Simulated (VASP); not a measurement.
# TiC (I4/mmm) in VASP: a series of runs

One crystal, TiC, is run at these levels: PBE; tasks: single point, relaxation of cell and atoms.

All numbers are computed with VASP 6.6.1; they aren't measurements. Logs are shortened: lines on timing, memory, paths and dates and some standing lists are left out, and cuts for length are marked.

### Step 1. The structure

It takes space group Fm-3m (No. 225, cubic). Conventional cell: a = 4.333 Å, b = 4.333 Å, c = 4.333 Å, α = 90.00°, β = 90.00°, γ = 90.00°. Ti (site symmetry m-3m) is surrounded by 6 C at 2.17 Å. C (site symmetry m-3m) has 6 Ti at 2.17 Å as nearest neighbours.

The cell was built by a generator and needn't be a form met in nature.

### Step 2. Single point, PBE

The input, INCAR:

```
SYSTEM = TiC
ALGO = Fast
EDIFF = 1E-6
ENCUT = 520
GGA = PE
ISIF = 2
ISMEAR = 0
LASPH = .True.
LCHARG = .False.
LREAL = .False.
LWAVE = .False.
NBANDS = 15
NELM = 60
PREC = Accurate
SIGMA = 0.1
```

The input, KPOINTS:

```
k-points
0
Gamma
  8 8 8
  0 0 0
```

The input, POSCAR:

```
TiC
1.0
   -1.5322727553      1.5322727553      2.1661985328
    1.5322727553     -1.5322727553      2.1661985328
    1.5322727553      1.5322727553     -2.1661985328
Ti C
1 1
Direct
    0.9999966190      0.9999966190      0.0000000000
    0.5000033810      0.5000033810      0.0000000000
```

Potentials or basis: VASP PAW PBE potentials, release 64 (Ti_sv, C).

The run is started by

```bash
$ cat potpaw_PBE.64/Ti_sv/POTCAR potpaw_PBE.64/C/POTCAR > POTCAR
$ mpirun -np 1 vasp_std > vasp.out
```

OUTCAR:

```text
SYSTEM = TiC
   EDIFF = 1E-6
   ENCUT = 520
   GGA = PE
   ISIF = 2
   ISMEAR = 0
   LASPH = .True.
   LREAL = .False.
   NELM = 60
   PREC = Accurate

 ion  position               nearest neighbor table
   1  1.000  1.000  0.000-   2 2.17   2 2.17   2 2.17   2 2.17   2 2.17   2 2.17
   2  0.500  0.500  0.000-   1 2.17   1 2.17   1 2.17   1 2.17   1 2.17   1 2.17

  LATTYP: Found a body centered tetragonal cell.
 ALAT       =     3.0645455106
 C/A-ratio  =     1.4137160145

  Lattice vectors:

 A1 = (  -1.5322727553,   1.5322727553,   2.1661985328)
 A2 = (   1.5322727553,  -1.5322727553,   2.1661985328)
 A3 = (   1.5322727553,   1.5322727553,  -2.1661985328)

Analysis of symmetry for initial positions (statically):
=====================================================================
 Subroutine PRICEL returns:
 Original cell was already a primitive cell.

 Routine SETGRP: Setting up the symmetry group for a
 body centered tetragonal supercell.

 Subroutine GETGRP returns: Found  8 space group operations
 (whereof  8 operations were pure point group operations)
 out of a pool of 16 trial point group operations.

The static configuration has the point symmetry C_4v.

Analysis of symmetry for dynamics (positions and initial velocities):
=====================================================================
 Subroutine PRICEL returns:
 Original cell was already a primitive cell.

 Routine SETGRP: Setting up the symmetry group for a
 body centered tetragonal supercell.

 Subroutine GETGRP returns: Found  8 space group operations
 (whereof  8 operations were pure point group operations)
 out of a pool of 16 trial point group operations.

The dynamic configuration has the point symmetry C_4v.

 Subroutine INISYM returns: Found  8 space group operations
 (whereof  8 operations are pure point group operations),
 and found     1 'primitive' translations

----------------------------------------------------------------------------------------

                                     Primitive cell

  volume of cell :      20.3437

  direct lattice vectors                    reciprocal lattice vectors
    -1.532272755  1.532272755  2.166198533     0.000000000  0.326312661  0.230819102
     1.532272755 -1.532272755  2.166198533     0.326312661  0.000000000  0.230819102
     1.532272755  1.532272755 -2.166198533     0.326312661  0.326312661  0.000000000

  length of vectors
     3.064006475  3.064006475  3.064006475     0.399696648  0.399696648  0.461475791

  position of ions in fractional coordinates (direct lattice)
     0.999996619  0.999996619  0.000000000
     0.500003381  0.500003381  0.000000000

  ion indices of the primitive-cell ions
   primitive index   ion index
                 1           1
                 2           2

----------------------------------------------------------------------------------------

 KPOINTS: k-points

Automatic generation of k-mesh.
 Grid dimensions read from file:
 generate k-points for:    8    8    8

 Generating k-lattice:

  Cartesian coordinates                     Fractional coordinates (reciprocal lattice)
     0.000000000  0.040789083  0.028852388     0.125000000  0.000000000 -0.000000000
     0.040789083  0.000000000  0.028852388     0.000000000  0.125000000 -0.000000000
     0.040789083  0.040789083  0.000000000     0.000000000  0.000000000  0.125000000

  Length of vectors
     0.049962081  0.049962081  0.057684474

  Shift w.r.t. Gamma in fractional coordinates (k-lattice)
     0.000000000  0.000000000  0.000000000

 Subroutine IBZKPT returns following result:
 ===========================================

 Found     59 irreducible k-points:

 Following reciprocal coordinates:
            Coordinates               Weight
  0.000000  0.000000  0.000000      1.000000
  0.125000  0.000000 -0.000000      8.000000
  0.250000  0.000000 -0.000000      8.000000
  0.375000  0.000000 -0.000000      8.000000
  0.500000  0.000000 -0.000000      4.000000
  0.125000  0.125000 -0.000000      8.000000
[... 16 lines left out ...]
  0.250000  0.125000  0.125000     16.000000
  0.375000  0.125000  0.125000      8.000000
 [... further k-points ...]
   k-points           NKPTS =     59   k-points in BZ     NKDIM =     59   number of bands    NBANDS=     15
   number of dos      NEDOS =    301   number of ions     NIONS =      2
   total plane-waves  NPLWV =  13824
   dimension x,y,z NGX =    24 NGY =   24 NGZ =   24
   dimension x,y,z NGXF=    48 NGYF=   48 NGZF=   48
   ions per type =               1   1
   NGX,Y,Z   is equivalent  to a cutoff of  13.02, 13.02, 13.02 a.u.
   NGXF,Y,Z  is equivalent  to a cutoff of  26.04, 26.04, 26.04 a.u.
 SYSTEM =  TiC
   PREC   = accura    normal or accurate (medium, high low for compatibility)
   ISTART =      0    job   : 0-new  1-cont  2-samecut
   ICHARG =      2    charge: 1-file 2-atom 10-const
   ISPIN  =      1    spin polarized calculation?
   LNONCOLLINEAR =      F non collinear calculations
   LSORBIT =      F    spin-orbit coupling
   LASPH  =      T    aspherical Exc in radial PAW
   ENCUT  =  520.0 eV  38.22 Ry    6.18 a.u.   5.70  5.70  5.70*2*pi/ulx,y,z
   NELM   =     60;   NELMIN=  2; NELMDL= -5     # of ELM steps
   EDIFF  = 0.1E-05   stopping-criterion for ELM
   LREAL  =      F    real-space projection
   EDIFFG = 0.1E-04   stopping-criterion for IOM
   NSW    =      0    number of steps for IOM
   IBRION =     -1    ionic relax: 0-MD 1-quasi-New 2-CG
   NFREE  =      0    steps in history (QN), initial steepest desc. (CG)
   ISIF   =      2    stress and relaxation
   ISYM   =      2    0-nonsym 1-usesym 2-fastsym
   POTIM  = 0.5000    time-step for ionic-motion
   TEBEG  =    0.0;   TEEND  =   0.0 temperature during run
   PSTRESS=    0.0 pullay stress
   NELECT =      16.0000    total number of electrons
   NUPDOWN=      -1.0000    fix difference up-down
   EMIN   =  10.00;   EMAX   =-10.00  energy-range for DOS
   EFERMI =   0.00;   METHOD = LEGACY
   ISMEAR =     0;   SIGMA  =   0.10  broadening in eV -4-tet -1-fermi 0-gaus
   EFERMI_NEDOS =   21; number of points for ismear=-14 and -15
   IALGO  =     68    algorithm
   IMIX   =      4    mixing-type and parameters
     AMIX     =   0.40;   BMIX     =  1.00
     AMIX_MAG =   1.60;   BMIX_MAG =  1.00
  volume/ion in A,a.u.               =      10.17        68.64
  Fermi-wavevector in a.u.,A,eV,Ry     =   1.511140  2.855640 31.069502  2.283544
  Thomas-Fermi vector in A             =   2.621237
   LORBIT       =      0    0 simple, 1 ext, 2 COOP (PROOUT), +10 PAW based schemes
   GGA     = PE    functional components
   LHFCALC =     F    Hartree Fock is set to
   AEXX    =    0.0000 exact exchange contribution
   IVDW    =     0    specifies the selected vdW correction
   LEPSILON=     F    determine dielectric tensor
   LRPA    =     F    only Hartree local field effects (RPA)
 non-spin polarized calculation
 RMM-DIIS sequential band-by-band and
 Gauss-broadening in eV      SIGMA  =   0.10
  energy-cutoff  :      520.00
  volume of cell :       20.34
 maximum number of plane-waves:       568
   NGX = 11   NGY = 11   NGZ = 11

 number of electron      16.0000000 magnetization

 Free energy of the ion-electron system (eV)
  ---------------------------------------------------
  ext. energy  EPLUGINS =         0.00000000
  ---------------------------------------------------
  free energy    TOTEN  =       -18.70798054 eV

  energy without entropy =      -18.70618337  energy(sigma->0) =      -18.70708195

 E-fermi :   9.3531     XC(G=0): -12.6904

 val. band max:        9.1494247895   @ k =  -0.3750   0.3750   0.0000
 cond. band min:       9.3614699240   @ k =   0.5000   0.5000   0.5000
 fundamental gap:      0.2120451345
 Fermi energy:         9.3531272212

 k-point     1 :       0.0000    0.0000    0.0000
  band No.  band energies     occupation
      1     -47.1991      2.00000
      2     -23.2240      2.00000
      3     -23.2240      2.00000
      4     -23.2235      2.00000
      5      -2.9914      2.00000
      6      10.0872      0.00000
      7      10.0872      0.00000
      8      10.0897      0.00000
      9      11.0758      0.00000
     10      11.0758      0.00000
     11      11.0772      0.00000
     12      11.1031      0.00000
     13      11.1058      0.00000
     14      19.8620      0.00000
     15      23.4228      0.00000

 k-point     2 :       0.1250    0.0000   -0.0000
  band No.  band energies     occupation
      1     -47.1886      2.00000
      2     -23.2985      2.00000
      3     -23.2311      2.00000
      4     -23.2307      2.00000
      5      -2.6436      2.00000
      6       8.7703      2.00000
      7       9.1136      1.99929
      8       9.1152      1.99924
      9      10.5020      0.00000
     10      10.5029      0.00000
     11      11.6400      0.00000
     12      13.1531      0.00000
     13      13.1558      0.00000
     14      20.4132      0.00000
     15      23.4762      0.00000

 k-point     3 :       0.2500    0.0000   -0.0000
  band No.  band energies     occupation
      1     -47.1631      2.00000
      2     -23.4751      2.00000
      3     -23.2481      2.00000
      4     -23.2476      2.00000
      5      -1.6855      2.00000
      6       6.6684      2.00000
      7       7.7069      2.00000
      8       7.7079      2.00000
      9      11.1558      0.00000
     10      11.1560      0.00000
     11      12.2188      0.00000
     12      15.2216      0.00000
     13      15.2253      0.00000
     14      20.4607      0.00000
     15      23.7641      0.00000

 k-point     4 :       0.3750    0.0000   -0.0000
  band No.  band energies     occupation
      1     -47.1374      2.00000
      2     -23.6469      2.00000
      3     -23.2650      2.00000
      4     -23.2644      2.00000
      5      -0.3786      2.00000
      6       4.6539      2.00000
      7       6.8132      2.00000
      8       6.8139      2.00000
      9      11.9353      0.00000
     10      11.9362      0.00000
     11      12.9538      0.00000
     12      16.8616      0.00000
     13      16.8664      0.00000
     14      18.6911      0.00000
     15      25.3149      0.00000
[... 307 lines left out ...]
 k-point    22 :       0.1250    0.1250    0.1250
  band No.  band energies     occupation
      1     -47.1440      2.00000
      2     -23.5099      2.00000
      3     -23.3393      2.00000
      4     -23.2743      2.00000
      5      -1.1212      2.00000
      6       5.7593      2.00000
      7       7.5249      2.00000
      8       7.6788      2.00000
      9      10.5136      0.00000
     10      12.1158      0.00000
     11      13.1694      0.00000
     12      13.7114      0.00000
     13      16.3582      0.00000
     14      21.8764      0.00000
     15      23.1461      0.00000

 k-point    23 :       0.2500    0.1250    0.1250
  band No.  band energies     occupation
      1     -47.1234      2.00000
      2     -23.6017      2.00000
      3     -23.3866      2.00000
      4     -23.2989      2.00000
      5      -0.2602      2.00000
      6       4.9606      2.00000
      7       6.6750      2.00000
      8       7.1252      2.00000
      9      11.2659      0.00000
     10      12.4798      0.00000
     11      13.2241      0.00000
     12      14.6961      0.00000
     13      16.7324      0.00000
     14      20.9523      0.00000
     15      23.5066      0.00000

 k-point    24 :       0.3750    0.1250    0.1250
  band No.  band energies     occupation
      1     -47.1148      2.00000
      2     -23.6416      2.00000
      3     -23.3992      2.00000
      4     -23.3137      2.00000
      5       0.1750      2.00000
      6       4.5534      2.00000
      7       6.4072      2.00000
      8       6.9039      2.00000
      9      11.9994      0.00000
     10      12.1539      0.00000
     11      13.1773      0.00000
     12      15.7702      0.00000
     13      16.1905      0.00000
     14      20.3706      0.00000
     15      23.6110      0.00000

 [... further k-points ...]

------------------------ aborting loop because EDIFF is reached ----------------------------------------

  FORCE on cell =-STRESS in cart. coord.  units (eV):
  Direction    XX          YY          ZZ          XY          YZ          ZX
  --------------------------------------------------------------------------------------
  -------------------------------------------------------------------------------------
  Total        0.0128141      0.0128141      0.0293440      0.0000000      0.0000000      0.0000000
  in kB        1.0091792      1.0091792      2.3109987      0.0000000      0.0000000      0.0000000
  external PRESSURE =       1.4431190 kB  Pullay stress =       0.0000000 kB

 VOLUME and BASIS-vectors are now :
 -----------------------------------------------------------------------------
  energy-cutoff  :      520.00
  volume of cell :       20.34
      direct lattice vectors                 reciprocal lattice vectors
    -1.532272755  1.532272755  2.166198533     0.000000000  0.326312661  0.230819102
     1.532272755 -1.532272755  2.166198533     0.326312661  0.000000000  0.230819102
     1.532272755  1.532272755 -2.166198533     0.326312661  0.326312661  0.000000000

 POSITION                                       TOTAL-FORCE (eV/Angst)
 -----------------------------------------------------------------------------------
      0.00000      0.00000      4.33238        -0.000000     -0.000000      0.000304
      0.00000      0.00000      2.16621         0.000000      0.000000     -0.000304
 -----------------------------------------------------------------------------------
    total drift:                               -0.000000     -0.000000      0.000014

  FREE ENERGIE OF THE ION-ELECTRON SYSTEM (eV)
  ---------------------------------------------------
  free  energy   TOTEN  =       -18.7079805377 eV

  energy  without entropy=      -18.7061833669  energy(sigma->0) =      -18.70708195
```

Run time: 15 s. Hardware: 1 thread of Intel Xeon 6975P-C (Granite Rapids), shared host; peak memory 0.14 GiB.

What came out:

- Free energy: -18.7080 eV
- Pressure: 0.1 GPa
- Band gap on the k mesh: none (metal or under the smearing width)

Caveat: the k mesh is coarse (spacing up to 0.36 Å⁻¹), so the values aren't converged.

### Step 3. Relaxation of cell and atoms, PBE

This run uses another cell than the first one, of 10.12 Å³/atom, 0.995 times its volume.

The input, INCAR:

```
PREC = Accurate
ENCUT = 600
EDIFF = 1E-6
ISMEAR = 0
SIGMA = 0.1
LREAL = False
LASPH = True
NELM = 60
ALGO = Normal
ISIF = 3
LWAVE = False
LCHARG = False
GGA = PE
IBRION = 2
NSW = 90
EDIFFG = -0.04
```

The input, KPOINTS:

```
regular mesh
0
Gamma
  8 8 8
```

The input, POSCAR:

```
TiC
1.0
   -1.5561774700      1.5561774700      2.0904655300
    1.5561774700     -1.5561774700      2.0904655300
    1.5561774700      1.5561774700     -2.0904655300
Ti C
1 1
Direct
    0.9283733800      0.9283733800      0.0000000000
    0.5716266200      0.5716266200      0.0000000000
```

Potentials or basis: VASP PAW PBE potentials, release 64 (Ti_sv, C).

The run is started by

```bash
$ cat potpaw_PBE.64/Ti_sv/POTCAR potpaw_PBE.64/C/POTCAR > POTCAR
$ mpirun -np 1 vasp_std > vasp.out
```

Wall time 53 s (1 thread of Intel Xeon 6975P-C (Granite Rapids), shared host); peak memory 0.16 GiB.

The run converged. Its results:

```yaml
Free_energy: -18.7085 eV
Relaxed_volume: 10.17 Å³/atom
Relaxed_cell: a = 3.064 Å, b = 3.064 Å, c = 3.064 Å, α = 120.00°, β = 120.00°, γ = 90.00°
Space_group_after_relaxing_to_0.05_Å: Fm-3m (No. 225)
Energy_gained_by_relaxing: 1904.5 meV/atom
Ionic_steps: 12
Pressure_after_relaxing: 0.1 GPa
Largest_force_after_relaxing: 0.025 eV/Å
Band_gap_on_the_k_mesh: none (metal or under the smearing width)
```

Forces in eV/Å, atoms in the order of the input:
```
Ti   0.000  0.000  0.025
C    0.000  0.000 -0.025
```

The path:
| step | energy change (eV) | largest force (eV/Å) | pressure (GPa) | volume (Å³) |
| --- | --- | --- | --- | --- |
| 1 | 0.0000 | 18.1784 | 70.76 | 20.25 |
| 2 | 2.9151 | 13.6577 | 11.78 | 33.50 |
| 3 | -0.7411 | 4.8538 | -14.90 | 29.83 |
| 4 | -1.7751 | 2.9028 | -20.35 | 28.14 |
| 5 | -3.2922 | 0.8209 | -20.62 | 23.71 |
| 6 | -3.6869 | 0.4978 | -15.46 | 21.98 |
| 7 | -3.7839 | 0.2140 | -8.37 | 21.11 |
| 8 | -3.7840 | 0.2758 | -7.89 | 21.07 |
| 9 | -3.7841 | 0.2544 | -7.98 | 21.08 |
| 10 | -3.7980 | 0.0471 | 6.78 | 19.83 |
| 11 | -3.8077 | 0.1349 | 0.60 | 20.30 |
| 12 | -3.8090 | 0.0248 | 0.14 | 20.34 |

Final structure:
```
CELL_PARAMETERS angstrom
-1.53205 1.53205 2.16647
1.53205 -1.53205 2.16647
1.53205 1.53205 -2.16647
ATOMIC_POSITIONS crystal
Ti 0.99971 0.99971 0.00000
C 0.50029 0.50029 0.00000
```

Levels at points of the mesh, in eV from the Fermi level:
| k point | band 5 | band 6 | band 7 | band 8 | band 9 | band 10 | band 11 | band 12 |
| --- | --- | --- | --- | --- | --- | --- | --- | --- |
| (0.00, 0.00, 0.00) | -12.34 | 0.73 | 0.73 | 0.74 | 1.71 | 1.72 | 1.72 | 1.75 |
| (0.50, 0.00, 0.00) | -8.87 | -5.79 | -2.84 | -2.84 | 2.95 | 2.95 | 4.13 | 8.18 |
| (0.50, 0.50, 0.00) | -10.06 | -3.38 | -1.57 | 0.01 | 0.01 | 2.74 | 3.55 | 3.55 |
| (0.50, 0.50, 0.50) | -10.06 | -3.38 | -1.57 | 0.01 | 0.01 | 2.74 | 3.55 | 3.55 |

### Step 4. Single point, PBE

This run uses another cell than the first one, of 10.12 Å³/atom, 0.995 times its volume.

The input, INCAR:

```
  PREC = Accurate
  ENCUT = 520
  EDIFF = 1E-7
  ISMEAR = 0
  SIGMA = 0.1
  LREAL = False
  LASPH = True
  NELM = 60
  ALGO = Normal
  ISIF = 2
  LWAVE = False
  LCHARG = True
  GGA = PE
  LELF = True
  LVHAR = True
  NBANDS = 15
```

The input, KPOINTS:

```
Automatic mesh
0
Gamma
  8 8 8
```

POSCAR is that of step 3.

The run is started by

```bash
$ cat potpaw_PBE.64/Ti_sv/POTCAR potpaw_PBE.64/C/POTCAR > POTCAR
$ mpirun -np 1 vasp_std > vasp.out
```

It took 11 s on 1 thread of Intel Xeon 6975P-C (Granite Rapids), shared host; peak memory 0.14 GiB.

It converged, with:

* Free energy: -14.8978 eV
* Pressure: 70.9 GPa
* Largest force: 18.188 eV/Å
* Band gap on the k mesh: none (metal or under the smearing width)

Forces on the atoms (eV/Å):
```
Ti    0.000   0.000  18.188
C     0.000   0.000 -18.188
```

Stress tensor (GPa, compression positive):
```
  1.98   0.00   0.00
  0.00   1.98   0.00
  0.00   0.00 208.71
```

Levels at points of the mesh, in eV from the Fermi level:
```
           k point  band 6  band 7  band 8  band 9  band 10  band 11
(0.00, 0.00, 0.00)   -2.42   -2.42   -1.43    1.52     2.12     6.15
(0.50, 0.00, 0.00)   -5.60   -2.91   -2.35    2.66     3.53     5.31
(0.50, 0.50, 0.00)   -4.46   -3.47   -0.42    3.83     3.89     4.66
(0.50, 0.50, 0.50)   -1.41   -0.92   -0.54   -0.54     2.75     3.51
```

Caveat: a pressure of tens of GPa on the cell as given is suspect, and the run, the potentials or the cell itself is likely at fault; forces of over 1 eV/Å show positions far from the minimum, so gaps and moduli don't describe the material at rest.

### Step 5. Overview

| task | cell | cutoff (eV) | mesh quality | gap on the mesh (eV) | pressure (GPa) | largest force (eV/Å) |
| --- | --- | --- | --- | --- | --- | --- |
| single point | I4/mmm, 10.17 Å³/atom | 520 | coarse | none | 0.1 | - |
| relaxation of cell and atoms | relaxed | 600 | not flagged | none | 0.1 | 0.02 |
| single point | I4mm, 10.12 Å³/atom | 520 | not flagged | none | 70.9 | 18.19 |

Alike in all rows: level PBE; potentials or basis VASP PAW PBE potentials, release 64 (Ti_sv, C); no spin polarisation; k mesh 8 × 8 × 8; smearing gaussian 0.1 eV.

Caveats: some runs use coarse meshes; a pressure of tens of GPa on the cell as given is suspect, and the run, the potentials or the cell itself is likely at fault (some runs); forces of over 1 eV/Å show positions far from the minimum, so gaps and moduli don't describe the material at rest (some runs).

Absolute energies hang on the potentials; compare differences alone.
